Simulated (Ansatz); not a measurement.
# AlAs wire along [110], 16 atoms a period, H-terminated: bands by functional and under strain, part 3 of 3

Wanted: the relaxed geometry and the bands of the AlAs wire along [110], 16 atoms a period, H-terminated.

Ansatz 0.2.0; DFT PBE, plane waves, PAW; relaxation of a wire's period; PAW set soft_1 (the session's first sound run).

So far, band gap (eV): step 3 (bands of the perfect wire, PBE) 1.10; step 4 (levels at the same atoms, HSE06 PBE) 1.95; step 5 (two-component spinors, k-mesh 1×1×12, PBE spin-orbit) 1.10.

## 7. Strain along the wire, period over the relaxed period 0.97, k-mesh 1×1×15

This step: DFT PBE, plane waves, PAW; relaxation at a fixed period; PAW set soft_1 (Ansatz 0.2.0).

The period is set to 0.97 times the relaxed one and the atoms relax within it: strain changes bond lengths and angles, which shifts the bands against each other. Against the first PBE run of this kind, the mesh along the wire has 15 points against 20.

Contents of input.yaml:

```yaml
crystal:
  lattice:
    - [18.629, 0.0, 0.0]
    - [0.0, 17.467, 0.0]
    - [0.0, 0.0, 4.050406942]
  atoms:
    - { symbol: As, position: [0.384656556, 0.382856403, 0.0] }
    - { symbol: H, position: [0.412016354, 0.186587379, 0.0] }
    - { symbol: Al, position: [0.457792314, 0.263457434, 0.0] }
    - { symbol: Al, position: [0.459979513, 0.5, 0.0] }
    - { symbol: As, position: [0.688109706, 0.393680476, 0.0] }
    - { symbol: H, position: [0.729439386, 0.318413088, 0.0] }
    - { symbol: Al, position: [0.781846494, 0.5, 0.0] }
    - { symbol: H, position: [0.190717955, 0.5, 0.230671705] }
    - { symbol: H, position: [0.826438654, 0.5, 0.315396906] }
    - { symbol: As, position: [0.245433045, 0.5, 0.5] }
    - { symbol: H, position: [0.255952881, 0.30295474, 0.5] }
    - { symbol: H, position: [0.255952881, 0.69704526, 0.5] }
    - { symbol: Al, position: [0.310461876, 0.372960683, 0.5] }
    - { symbol: Al, position: [0.310461876, 0.627039317, 0.5] }
    - { symbol: As, position: [0.53255025, 0.274381814, 0.5] }
    - { symbol: As, position: [0.53255025, 0.725618186, 0.5] }
    - { symbol: As, position: [0.535128216, 0.5, 0.5] }
    - { symbol: H, position: [0.581368147, 0.204449743, 0.5] }
    - { symbol: H, position: [0.581368147, 0.795550257, 0.5] }
    - { symbol: Al, position: [0.614280754, 0.385917402, 0.5] }
    - { symbol: Al, position: [0.614280754, 0.614082598, 0.5] }
    - { symbol: H, position: [0.826438654, 0.5, 0.684603094] }
    - { symbol: H, position: [0.190717955, 0.5, 0.769328295] }
    - { symbol: As, position: [0.384656556, 0.617143597, 0.0] }
    - { symbol: H, position: [0.412016354, 0.813412621, 0.0] }
    - { symbol: Al, position: [0.457792314, 0.736542566, 0.0] }
    - { symbol: As, position: [0.688109706, 0.606319524, 0.0] }
    - { symbol: H, position: [0.729439386, 0.681586912, 0.0] }
kpoints:
  mp_grid: { grid: [1, 1, 15] }
  band_path: { path: ["Γ", Z], npoints: 90 }
scf:
  occupations: { method: fermi_dirac, width: 0.05 }
hamiltonian:
  xc: pbe
  pseudopotentials: { kind: paw, azcp: { folder: soft_1 } }
relax:
  max_steps: 40
  f_tol: 0.02
output:
  stress: true
```

Run with:

```
ansatz run input.yaml --threads 8 --pin off --max-ram 16384MiB --backend cpu --events-out ev --progress --plain --runs-dir out
```

Numbers of over 12 decimals in the logs are rounded to 6 here.

Log:

```text
Warning: output.stress: scf.convergence.dr2_threshold = 1e-7 eV (the SCF's general default) is looser than the 2.8e-9 eV advised for a printed stress (1e-10 eV for each atom of the cell: 28). What an SCF threshold leaves in a stress goes as its square root, and in the free energy as the threshold itself, and one threshold admits the most on a small cell: [figures from the program's tests cut] Every solve of this run  [...]
[...]
Crystal: 28 atoms, lattice volume = 1317.973 Å³
Basis set: ecut = 420 eV, 25761 PW (Γ), exchange–correlation on 250×240×60 points (8 copies of the dense FFT grid, shifted against one another)
Bands: 106, of which v1, the nominal top of the filled ones, is band 78 counted from 1 (77 counted from 0)
Symmetry: 4 space group operations
[...]
k-points: 8 of 15
[...]
SCF iter   1: F=—  HF=-43347.668636 eV  |F-HF|=—  |Δ(HF+E_count)|=         —  Δρ=3.51e-2  dr2=1.77e1  ethr=3.10e-3  ⟨swp⟩=7.2  Hψ=3830  notcnv=0  defer=13
[...]
SCF iter   8: F=-43342.067288 eV  HF=-43342.067287 eV  |F-HF|=1.51e-6  |Δ(HF+E_count)|=   5.09e-6  Δρ=1.72e-5  dr2=6.45e-6  ethr=6.41e-9  ⟨swp⟩=3.0  Hψ=3075  notcnv=0
SCF 1 converged in 8 iterations: F = -43342.067288 eV  dr2 = 6.45e-6
[...]
relax step   1: F+E_penalty+E_count = -43342.06728805 eV  Δ(F+E_penalty+E_count) = +0.000e0 eV  max|allowed force component| = 4.502e-1 eV/Å  Δτ_max = 0.0000 Å  (8 SCF iters, dr2 threshold 1.00e-5 eV, accepted)
[...]
SCF iter   6: F=-43342.131560 eV  HF=-43342.131560 eV  |F-HF|=5.79e-7  |Δ(HF+E_count)|=   3.92e-6  Δρ=1.16e-5  dr2=3.08e-6  ethr=8.12e-9  ⟨swp⟩=4.2  Hψ=2615  notcnv=0
SCF 2 converged in 6 iterations: F = -43342.131560 eV  dr2 = 3.08e-6
relax step   2: F+E_penalty+E_count = -43342.13155981 eV  Δ(F+E_penalty+E_count) = -6.427e-2 eV  max|allowed force component| = 2.038e-1 eV/Å  Δτ_max = 0.0761 Å  (6 SCF iters, dr2 threshold 1.27e-5 eV, accepted)
SCF iter   1: F=—  HF=-43342.135122 eV  |F-HF|=—  |Δ(HF+E_count)|=         —  Δρ=5.40e-4  dr2=2.87e-3  ethr=2.21e-5  ⟨swp⟩=3.0  Hψ=1452  notcnv=0  defer=144
[...]
SCF iter   5: F=-43342.134463 eV  HF=-43342.134463 eV  |F-HF|=1.19e-7  |Δ(HF+E_count)|=   1.48e-7  Δρ=5.70e-6  dr2=6.11e-7  ethr=1.66e-9  ⟨swp⟩=4.1  Hψ=2433  notcnv=0
SCF 3 converged in 5 iterations: F = -43342.134463 eV  dr2 = 6.11e-7
relax step   3: F+E_penalty+E_count = -43342.13446257 eV  Δ(F+E_penalty+E_count) = -2.903e-3 eV  max|allowed force component| = 2.567e-2 eV/Å  Δτ_max = 0.0147 Å  (5 SCF iters, dr2 threshold 2.60e-6 eV, accepted)
SCF iter   1: F=—  HF=-43342.134823 eV  |F-HF|=—  |Δ(HF+E_count)|=         —  Δρ=1.81e-4  dr2=3.74e-4  ethr=2.36e-6  ⟨swp⟩=2.1  Hψ=1427  notcnv=0  defer=144
[...]
SCF iter   5: F=-43342.134636 eV  HF=-43342.134636 eV  |F-HF|=1.01e-8  |Δ(HF+E_count)|=   1.02e-7  Δρ=1.84e-6  dr2=7.19e-8  ethr=6.41e-11  ⟨swp⟩=5.0  Hψ=2573  notcnv=0
SCF 4 converged in 5 iterations: F = -43342.134636 eV  dr2 = 7.19e-8
relax step   4: F+E_penalty+E_count = -43342.13463586 eV  Δ(F+E_penalty+E_count) = -1.733e-4 eV  max|allowed force component| = 8.757e-3 eV/Å  Δτ_max = 0.0044 Å  (5 SCF iters, accepted)
[...]
the band table was solved once a step of the walk had ended and its energy, with any forces and stress, was formed, with the checks that follow a solve (5333 applications of the Hamiltonian). They found nothing against the state; the energy, forces and stress were not computed again (output.eigenvalues in the input reference)
[...]
SCF converged after 5 iterations
Free energy (F): -43342.134636 eV
[...]
Internal energy: -43342.134630 eV  (E = F + TS)
E sigma→0 (E₀):  -43342.134633 eV
Entropy (-TS):   -0.000006 eV (-0.000 meV/atom)
Fermi energy:    -0.327231 eV
[...]
--- Forces (eV/Å), atoms counted from 1 ---
  atom   1  As     0.00255633    -0.00145490    -0.00000000
  atom   2  H     -0.00033873    -0.00109834    -0.00000000
  atom   3  Al    -0.00093457    -0.00034522    -0.00000000
  atom   4  Al    -0.00297742     0.00000000     0.00000000
  atom   5  As     0.00106360     0.00335446     0.00000000
  atom   6  H     -0.00181364     0.00245859     0.00000000
  atom   7  Al     0.00829460    -0.00000000     0.00000000
  atom   8  H      0.00273070     0.00000000     0.00260741
  atom   9  H     -0.00153053    -0.00000000    -0.00341135
  atom  10  As    -0.00876368    -0.00000000    -0.00000000
  atom  11  H     -0.00019038     0.00076307     0.00000000
  atom  12  H     -0.00019038    -0.00076307    -0.00000000
  atom  13  Al     0.00081164    -0.00051961    -0.00000000
  atom  14  Al     0.00081164     0.00051961     0.00000000
  atom  15  As     0.00031422     0.00040634     0.00000000
  atom  16  As     0.00031422    -0.00040634    -0.00000000
  atom  17  As     0.00209186     0.00000000     0.00000000
  atom  18  H     -0.00184974    -0.00020232    -0.00000000
  atom  19  H     -0.00184974     0.00020232     0.00000000
  atom  20  Al    -0.00023006    -0.00005278    -0.00000000
  atom  21  Al    -0.00023006     0.00005278     0.00000000
  atom  22  H     -0.00153053     0.00000000     0.00341135
  atom  23  H      0.00273070    -0.00000000    -0.00260741
  atom  24  As     0.00255633     0.00145490     0.00000000
  atom  25  H     -0.00033873     0.00109834     0.00000000
  atom  26  Al    -0.00093457     0.00034522     0.00000000
  atom  27  As     0.00106360    -0.00335446    -0.00000000
  atom  28  H     -0.00181364    -0.00245859    -0.00000000
  max |Σ_I F_I| component: 1.77e-4 eV/Å
--- Stress (GPa, compression-positive) ---
       -0.006464       0.000000      -0.000000
        0.000000       0.004737       0.000000
       -0.000000       0.000000       0.986823
  P = ⅓ Tr σ = 0.3284 GPa (3.284 kbar)
--- Band table (eV; the first three rows and the last of 8) ---
  k-point 0: bands = [... 74 lower, -2.8186, -2.4585, -2.4056, -0.8409, 0.1843, 0.5180, 0.5658, 0.6527, ... 24 higher]
  k-point 1: bands = [... 74 lower, -2.8700, -2.6324, -2.5697, -1.0030, 0.4163, 0.7023, 0.7899, 0.8221, ... 24 higher]
  k-point 2: bands = [... 74 lower, -2.9306, -2.8918, -2.7900, -1.3853, 0.8312, 1.0048, 1.1985, 1.2488, ... 24 higher]
  k-point 7: bands = [... 74 lower, -3.4711, -3.4517, -3.2091, -2.8548, 0.4748, 0.5359, 0.6647, 0.9023, ... 24 higher]
--- Relaxed structure (4 steps of the walk, 4 accepted, 0 SCFs on fresh bases) ---
  F+E_penalty+E_count = -43342.13463586 eV   max|allowed force component| = 8.757e-3 eV/Å
  atoms:
    - { symbol: As, position: [0.384017, 0.382741, 0] }
    - { symbol: H, position: [0.410014, 0.186609, 0] }
    - { symbol: Al, position: [0.456492, 0.263003, -1.3614336027849101e-19] }
    - { symbol: Al, position: [0.458914, 0.500000, 0] }
    - { symbol: As, position: [0.691535, 0.393668, 0] }
    - { symbol: H, position: [0.732202, 0.318019, -1.216036726834304e-19] }
    - { symbol: Al, position: [0.785021, 0.500000, 0] }
    - { symbol: H, position: [0.187426, 0.500000, 0.224085] }
    - { symbol: H, position: [0.831160, 0.500000, 0.318223] }
    - { symbol: As, position: [0.242468, 0.500000, 0.5] }
    - { symbol: H, position: [0.252355, 0.303221, 0.5] }
    - { symbol: H, position: [0.252355, 0.696779, 0.5] }
    - { symbol: Al, position: [0.307342, 0.372822, 0.5] }
    - { symbol: Al, position: [0.307342, 0.627178, 0.5] }
    - { symbol: As, position: [0.533749, 0.274247, 0.5] }
    - { symbol: As, position: [0.533749, 0.725753, 0.5] }
    - { symbol: As, position: [0.536549, 0.500000, 0.5] }
    - { symbol: H, position: [0.581949, 0.203881, 0.5] }
    - { symbol: H, position: [0.581949, 0.796119, 0.5] }
    - { symbol: Al, position: [0.615264, 0.385744, 0.5] }
    - { symbol: Al, position: [0.615264, 0.614256, 0.5] }
    - { symbol: H, position: [0.831160, 0.500000, 0.681777] }
    - { symbol: H, position: [0.187426, 0.500000, 0.775915] }
    - { symbol: As, position: [0.384017, 0.617259, 0] }
    - { symbol: H, position: [0.410014, 0.813391, 0] }
    - { symbol: Al, position: [0.456492, 0.736997, 0] }
    - { symbol: As, position: [0.691535, 0.606332, 0] }
    - { symbol: H, position: [0.732202, 0.681981, 0] }
```

Elapsed: 81 s, on 8 threads of Intel Xeon 6975P-C (Granite Rapids), shared host; peak memory 10 GiB; 10 min of CPU time.

Relaxation path:

| step | energy less that of the first step (eV) | largest force component (eV/Å) |
| --- | --- | --- |
| 1 | 0.0000 | 0.4502 |
| 2 | -0.0643 | 0.2038 |
| 3 | -0.0672 | 0.0257 |
| 4 | -0.0673 | 0.0088 |

Forces are held to the 4 operations that the run works with; a distortion that breaks them can't arise in this run.

The atoms that moved most (Å):

| atom | dx | dy | dz | length |
| --- | --- | --- | --- | --- |
| H9 | 0.088 | 0.000 | 0.011 | 0.089 |
| H22 | 0.088 | 0.000 | -0.011 | 0.089 |
| H11 | -0.067 | 0.005 | 0.000 | 0.067 |
| H12 | -0.067 | -0.005 | 0.000 | 0.067 |
| H23 | -0.061 | 0.000 | 0.027 | 0.067 |
| H8 | -0.061 | 0.000 | -0.027 | 0.067 |
| As5 | 0.064 | 0.000 | 0.000 | 0.064 |
| As27 | 0.064 | 0.000 | 0.000 | 0.064 |

The relaxed structure:

```xyz
28
Lattice="18.6290 0.0000 0.0000 0.0000 17.4670 0.0000 0.0000 0.0000 4.0504" Properties=species:S:1:pos:R:3
As    7.1539    6.6853    0.0000
H     7.6381    3.2595    0.0000
Al    8.5040    4.5939    0.0000
Al    8.5491    8.7335    0.0000
As   12.8826    6.8762    0.0000
H    13.6402    5.5548    0.0000
Al   14.6241    8.7335    0.0000
H     3.4916    8.7335    0.9076
H    15.4837    8.7335    1.2889
As    4.5169    8.7335    2.0252
H     4.7011    5.2964    2.0252
H     4.7011   12.1706    2.0252
Al    5.7255    6.5121    2.0252
Al    5.7255   10.9549    2.0252
As    9.9432    4.7903    2.0252
As    9.9432   12.6767    2.0252
As    9.9954    8.7335    2.0252
H    10.8411    3.5612    2.0252
H    10.8411   13.9058    2.0252
Al   11.4617    6.7378    2.0252
Al   11.4617   10.7292    2.0252
H    15.4837    8.7335    2.7615
H     3.4916    8.7335    3.1428
As    7.1539   10.7817    0.0000
H     7.6381   14.2075    0.0000
Al    8.5040   12.8731    0.0000
As   12.8826   10.5908    0.0000
H    13.6402   11.9122    0.0000
```

Numbers from this step:

| Property | Result |
| --- | --- |
| band gap | 1.025 eV |

Electronic bands along the path, in eV, zero at the Fermi level; v1 is the highest filled band, c1 the lowest empty one:

| point | v4 | v3 | v2 | v1 | c1 | c2 | c3 | c4 |
| --- | --- | --- | --- | --- | --- | --- | --- | --- |
| Γ | -2.49 | -2.13 | -2.08 | -0.51 | 0.51 | 0.85 | 0.89 | 0.98 |
| halfway | -2.77 | -2.69 | -2.66 | -1.82 | 1.24 | 1.28 | 1.47 | 1.56 |
| Z | -3.13 | -3.13 | -2.90 | -2.54 | 0.82 | 0.83 | 0.99 | 1.21 |

The gap is 1.03 eV, against 1.10 eV under PBE at the relaxed period.

## 8. At a strained period, period over the relaxed period 0.94, k-mesh 1×1×16

The period is set to 0.94 times the relaxed one and the atoms relax within it: strain changes bond lengths and angles, which shifts the bands against each other. Against the first PBE run of this kind, the mesh along the wire has 16 points against 20.

The cell differs from the one that the last finished run ended in (c 4.050 → 3.925 Å).

input.yaml: that of step 7 with these lines changed.

```diff
@@ -4,3 +4,3 @@
     - [0.0, 17.467, 0.0]
-    - [0.0, 0.0, 4.050406942]
+    - [0.0, 0.0, 3.9251366242]
   atoms:
@@ -35,3 +35,3 @@
 kpoints:
-  mp_grid: { grid: [1, 1, 15] }
+  mp_grid: { grid: [1, 1, 16] }
   band_path: { path: ["Γ", Z], npoints: 90 }
```

Log:

```text
[...]
Crystal: 28 atoms, lattice volume = 1277.211 Å³
Basis set: ecut = 420 eV, 24997 PW (Γ), exchange–correlation on 250×240×54 points (8 copies of the dense FFT grid, shifted against one another)
Bands: 106, of which v1, the nominal top of the filled ones, is band 78 counted from 1 (77 counted from 0)
Symmetry: 4 space group operations
[...]
- { symbol: Al, position: [0.616167, 0.614517, 0.500000] }
    - { symbol: H, position: [0.835970, 0.5, 0.680102] }
    - { symbol: H, position: [0.184193, 0.5, 0.782411] }
    - { symbol: As, position: [0.383495, 0.617317, 0.0] }
    - { symbol: H, position: [0.407914, 0.813347, 0.0] }
    - { symbol: Al, position: [0.455075, 0.737440, 0.0] }
    - { symbol: As, position: [0.694956, 0.606379, 0.0] }
    - { symbol: H, position: [0.734826, 0.682455, 0.0] }
[key lines of the parts left out:]
SCF converged after 6 iterations
Free energy (F): -43341.742221 eV
Fermi energy:    0.021401 eV
P = ⅓ Tr σ = 0.7076 GPa (7.076 kbar)
```

Elapsed: 86 s, on 8 threads; peak memory 9.7 GiB; 11 min of CPU time.

The steps of the relaxation:

| step | energy less that of the first step (eV) | largest force component (eV/Å) |
| --- | --- | --- |
| 1 | 0.0000 | 0.9733 |
| 2 | -0.2819 | 0.4147 |
| 3 | -0.2942 | 0.0594 |
| 4 | -0.2950 | 0.0193 |

Forces are held to the 4 operations that the run works with; a distortion that breaks them can't arise in this run.

The atoms that moved most (Å):

| atom | dx | dy | dz | length |
| --- | --- | --- | --- | --- |
| H9 | 0.178 | 0.000 | 0.018 | 0.178 |
| H22 | 0.178 | 0.000 | -0.018 | 0.178 |
| H23 | -0.122 | 0.000 | 0.051 | 0.132 |
| H8 | -0.122 | 0.000 | -0.051 | 0.132 |
| H11 | -0.130 | 0.008 | 0.000 | 0.131 |
| H12 | -0.130 | -0.008 | 0.000 | 0.131 |
| As5 | 0.128 | -0.001 | 0.000 | 0.128 |
| As27 | 0.128 | 0.001 | 0.000 | 0.128 |

The relaxed structure:

```xyz
28
Lattice="18.6290 0.0000 0.0000 0.0000 17.4670 0.0000 0.0000 0.0000 3.9251" Properties=species:S:1:pos:R:3
As    7.1441    6.6843    0.0000
H     7.5990    3.2603    0.0000
Al    8.4776    4.5861    0.0000
Al    8.5313    8.7335    0.0000
As   12.9463    6.8754    0.0000
H    13.6891    5.5466    0.0000
Al   14.6791    8.7335    0.0000
H     3.4313    8.7335    0.8541
H    15.5733    8.7335    1.2556
As    4.4642    8.7335    1.9626
H     4.6379    5.2998    1.9626
H     4.6379   12.1672    1.9626
Al    5.6688    6.5099    1.9626
Al    5.6688   10.9571    1.9626
As    9.9645    4.7867    1.9626
As    9.9645   12.6803    1.9626
As   10.0238    8.7335    1.9626
H    10.8497    3.5495    1.9626
H    10.8497   13.9175    1.9626
Al   11.4786    6.7332    1.9626
Al   11.4786   10.7338    1.9626
H    15.5733    8.7335    2.6695
H     3.4313    8.7335    3.0711
As    7.1441   10.7827    0.0000
H     7.5990   14.2067    0.0000
Al    8.4776   12.8809    0.0000
As   12.9463   10.5916    0.0000
H    13.6891   11.9204    0.0000
```

This step gave:

- band gap: 0.8142 eV

Electronic bands along the path, in eV, zero at the Fermi level; v1 is the highest filled band, c1 the lowest empty one:

| point | v4 | v3 | v2 | v1 | c1 | c2 | c3 | c4 |
| --- | --- | --- | --- | --- | --- | --- | --- | --- |
| Γ | -2.47 | -2.12 | -2.08 | -0.37 | 0.48 | 0.72 | 0.83 | 0.88 |
| halfway | -3.06 | -2.99 | -2.92 | -1.92 | 0.96 | 1.01 | 1.20 | 1.27 |
| Z | -3.45 | -3.40 | -3.13 | -2.78 | 0.44 | 0.51 | 0.67 | 0.91 |

The gap is 0.814 eV, against 1.10 eV under PBE at the relaxed period.

## 9. Results

```yaml
cell_length_pbe: 4.176 Å
gap_pbe: 1.10 eV
gap_hse06: 1.95 eV
gap_with_spin_orbit_coupling: 1.10 eV
gap_period_scaled_by_0p97: 1.03 eV
gap_period_scaled_by_0p94: 0.814 eV
```

What this shows: Under PBE the cell's length is 4.18 Å, and a gap of 1.10 eV makes it a semiconductor. At the relaxed period the wire is gapped under every functional, from 1.10 eV (PBE) to 1.95 eV (HSE06). Weak screening in one dimension makes quasiparticle gaps larger than the semilocal gaps, as a rule. Strain matters: under PBE the gap goes from 1.10 eV to 0.814 eV at 0.94 times the period and 1.03 eV at 0.97 times the period. Plain hydrogen on a compound's surface is a simple closure: it may leave surface states, and facets that end in unlike atoms put a field across the wire, both of which shrink the gap. A hybrid's gap is read on a coarse mesh, without a band path.

[Logs are printed without paths, hosts, clocks, repeated set-up lines and the standing remarks that a program may print on its own settings, such as how far it seeks lower states.]

[Hosts, paths, dates, database ids (printed as entryN), source tags and the programs' standing remarks are cut or masked in the printed files.]
